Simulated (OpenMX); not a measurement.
Runs of OpenMX 3.8.5 on WC (Qusongite). It takes space group P-6m2 (No. 187, hexagonal). The conventional cell has a = 2.907 Å, b = 2.907 Å, c = 2.837 Å, α = 90.00°, β = 90.00°, γ = 120.00°. W (site symmetry -6m2) is surrounded by 6 C at 2.20 Å. Around C (site symmetry -6m2) lie 6 W at 2.20 Å. 

```csv
task,level,potentials or basis,spin,k mesh,SCF threshold,max SCF cycles,"grid points, held for all volumes",mesh quality,pressure (GPa),moment (μB),largest force (eV/Å)
band structure,PBE,"OpenMX 2013 PBE set, W7.0-s3p2d2f1, C6.0-s2p2d1, grid cutoff 400 Ry",off,7 × 7 × 7,1e-08 Ha,100,-,not flagged,6.4,-,0.04
band structure,PBE,"OpenMX 2013 PBE set, W7.0-s3p2d2f1, C6.0-s2p2d1, grid cutoff 400 Ry","non-collinear, zero start, SOC",7 × 7 × 5,1e-07 Ha,100,-,coarse,-,0.00,0.04
band structure,LDA,"OpenMX 2013 LDA set, W7.0-s3p2d2f1, C6.0-s2p2d1, grid cutoff 400 Ry",off,7 × 7 × 7,1e-08 Ha,100,-,not flagged,-7.8,-,0.04
band structure,PBE,"OpenMX 2013 PBE set, W7.0-s3p2d2, C6.0-s2p2, grid cutoff 400 Ry",off,11 × 11 × 9,1e-08 Ha,100,-,not flagged,(a),-,0.04
band structure,PBE,"OpenMX 2013 PBE set, W7.0-s3p2d2f1, C6.0-s2p2d1, grid cutoff 400 Ry","non-collinear, zero start, SOC",7 × 7 × 7,1e-07 Ha,100,-,not flagged,-,0.00,0.04
band structure,PBE,"OpenMX 2013 PBE set, W7.0-s3p2d2f2, C6.0-s3p2d2, grid cutoff 400 Ry",off,11 × 11 × 9,1e-08 Ha,100,-,not flagged,6.0,-,0.04
single point,PBE,"OpenMX 2013 PBE set, W7.0-s3p2d2f1, C6.0-s2p2d1, grid cutoff 350 Ry",off,11 × 11 × 9,1e-08 Ha,100,-,not flagged,6.0,-,0.04
```

Alike in all rows: cell as given; smearing fermi-dirac 0.05 eV.

**Question.** Fill in the values left out.

**Answer.** (a) 11.5.

Caveats: some runs use coarse meshes; the basis of atomic orbitals isn't converged, which shifts pressures, moduli and gaps; total energies with and without spin-orbit coupling shouldn't be compared in this program (some runs).

Not every run made on this cell is shown here.
